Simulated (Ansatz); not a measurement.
**TiSi$_{2}$: opening a crack plane**

TiSi$_{2}$, Cmcm, a = 3.548 Å, b = 13.561 Å, c = 3.579 Å. This isn't the usual stable structure of the compound. Ansatz: PBE, PAW, 420 eV, Γ-centred 13×13×4 mesh on 12 atoms, Gaussian smearing 0.15 eV; no spin polarisation. One cut on (0-10) per cell of 12 atoms is opened rigidly by x, between planes of Si and Ti that stand 1.99 Å apart; y is the energy per area (12.698 Å², 1 eV/Å² = 16.02 J/m²).

| x (Å) | y (J/m²) |
| --- | --- |
| 0.00 | 0.000 |
| 0.50 | 0.893 |
| 1.00 | ? |
| 2.00 | 3.615 |
| 3.00 | 3.999 |
| 6.00 | 4.131 |

Fit the universal binding curve y = W[1 − (1 + x/l) e^(−x/l)] to the other rows, give the peak stress, and predict the missing value.

Least squares gives W = 4.14 J/m² and l = 0.566 Å. The stress dy/dx peaks at x = l with W/(e l) = 26.9 GPa, for rigid faces. At x = 1.00: x/l = 1.767, y = 2.183 J/m². The run gave 2.194 J/m², so the fit is 0.011 J/m² too low, within the rms miss on the fitted rows (0.018 J/m²).

Cost: 6 runs of about 30 core-minutes in all, on Intel Xeon Processor @ 2.50GHz (Skylake/Cascade Lake) (shared hosts).